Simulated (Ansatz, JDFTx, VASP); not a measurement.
# One calculation of PbS, 3 ways

The starting cell:

```
Pb S
1.0
     0.00000    2.96575    2.96575
     2.96575    0.00000    2.96575
     2.96575    2.96575    0.00000
Pb S
1 1
Direct
  0.00000 0.00000 0.00000
  0.50000 0.50000 0.50000
```

Alike in all runs: task relaxation of cell and atoms; functional LDA; k mesh 8 × 8 × 8; occupations fermi-dirac, width 0.05 eV; no spin polarisation; no spin-orbit coupling. LDA stands for any of its common fits.

| program and potentials | plane-wave cutoff (eV) | notes | equilibrium volume (Å³/atom) |
| --- | --- | --- | --- |
| VASP, LDA PAW files Pb_d, S, 600 eV | 600 | - | 24.99 |
| Ansatz, all-electron LAPW, scalar-relativistic | - | - | 24.95 |
| JDFTx, PseudoDojo-SR-LDA-0.4.1-standard with smoothed tails | 762 | - | 24.95 |

The equilibrium volume spans 24.95 (Ansatz, all-electron LAPW, scalar-relativistic) to 24.99 Å³/atom (VASP, LDA PAW files Pb_d, S, 600 eV), with all-electron results at 24.95. Relaxations stop with a little pressure left, so the last digit of a volume isn't settled.

Differences between rows come from potentials, basis sets and numerical settings, since the functional is the same but for its coding. Runs on potential files found faulty are left out.
